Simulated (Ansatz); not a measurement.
**LiNbO3 (LiNbO3 type) by several functionals**

All numbers come from Ansatz 0.2.0. Simulation only: non-magnetic, and no claim that this is the phase found in nature.

The cell is LiNbO3, LiNbO3 type; cell and atoms were relaxed with r2SCAN. It is trigonal, R3c (No. 161); a = 5.137 Å, c = 13.885 Å in the conventional setting, 10.58 Å³ an atom. Around Li lie 6 O at 2.05–2.24 Å; around Nb lie 6 O at 1.88–2.14 Å; around O lie 2 Nb at 1.88–2.14 Å and 2 Li at 2.05–2.24 Å.

```
CELL_PARAMETERS angstrom
2.56870 1.48304 4.62823
-2.56870 1.48304 4.62823
0.00000 -2.96608 4.62823
ATOMIC_POSITIONS crystal
Li 0.78217 0.78217 0.78217
Li 0.28217 0.28217 0.28217
Nb 0.50018 0.50018 0.50018
Nb 0.00018 0.00018 0.00018
O 0.60799 0.21964 0.86202
O 0.86202 0.60799 0.21964
O 0.10799 0.36202 0.71964
O 0.21964 0.86202 0.60799
O 0.71964 0.10799 0.36202
O 0.36202 0.71964 0.10799
```

Gaps on the r2SCAN cell, each the least over its mesh and the special points:

| level | k mesh | gap (eV) | kind | edges | least direct gap (eV) |
| --- | --- | --- | --- | --- | --- |
| PBE | 6×6×6 | 3.59 | indirect | Γ–T (0.30) → S₂–F (0.10) | 3.66 |
| PBE+SOC | 6×6×6 | 3.55 | indirect | Γ–T (0.27) → S₂–F (0.10) | 3.63 |
| r2SCAN | 6×6×6 | 4.00 | indirect | Γ–T (0.27) → S₂–F (0.10) | 4.07 |
| HSE06 | 4×4×4 | 5.03 | indirect | Γ–T (0.27) → S₂–F (0.10) | 5.10 |
| PBE0 | 4×4×4 | 5.79 | indirect | Γ–T (0.27) → S₂–F (0.10) | 5.86 |

PBE: smearing of 0.02 eV; the others have fixed occupations.
Wave cutoffs: 420 eV, 500 eV (r2SCAN).
Points off the special ones are mesh points or PBE's searched band edges, reused at the other levels.

HSE06 gives an indirect gap of 5.03 eV, from Γ–T (0.27 of the way from Γ) to S₂–F (0.10 of the way from S₂); the least direct gap is 5.10 eV at Γ. Spin-orbit coupling changes the PBE gap by -0.04 eV, to 3.55 eV.

r2SCAN covers 29 % of the step from PBE to HSE06. For gaps to 0.1 eV, spin-orbit coupling (up to 0.04 eV here) can be left out. Among these functionals the gap stays indirect.

r2SCAN (ground state on 6×6×6): ε∞: 4.98 along x and y, 4.73 along z. Born charges, averaged over directions: Li +1.14, Nb +6.91, O -2.68 e.

Only the levels marked +SOC include spin-orbit coupling.

The meshes of the hybrids are coarse, so their gaps aren't converged to the digits shown.
